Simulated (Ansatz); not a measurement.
Consider interstitial H in rock-salt TaC, neutral cell. The step: H moves alone to another site (a rearrangement that moves the defect's centre by under 1 Å); the atom moves 0.83 Å along (-0.11, -0.11, -0.11) of the unit cell; the moving atom starts with neighbours C at 1.16; 3 Ta at 1.97 Å and ends with 4 C at 2.00; 4 Ta at 1.96 Å. A PBE band in Ansatz (plane-wave PAW, a 3×3×3 k-point mesh shifted by half a step, 64 host sites, 22 SCF runs with any check of the saddle's order, static, no finite-size correction) gives a forward barrier of 0.33 eV. The saddle point's order was not checked, and it lies on a symmetry element of the cell, where a band can be held. Sites that were not tried may lie lower.

Single points at the band's start and saddle point can refine it. Rough cost of one point, in units of the band's mean SCF on the same machine:

```json
[
 {"Level": "PBE, a 4×4×4 k-point mesh shifted by half a step", "Cost of one point": "about 2"},
 {"Level": "r2SCAN at 500 eV, a 3×3×3 k-point mesh shifted by half a step", "Cost of one point": "about 2"}
]
```

Problem. Which of these move the barrier by more than 0.1 eV, and how far does each move it?

Solution. Not one does. PBE, a 4×4×4 k-point mesh shifted by half a step: +0.04 eV; r2SCAN at 500 eV, a 3×3×3 k-point mesh shifted by half a step: +0.08 eV. Each functional is compared with PBE at the same k-points.

Ansatz is a quantum-chemistry and plane-wave program.
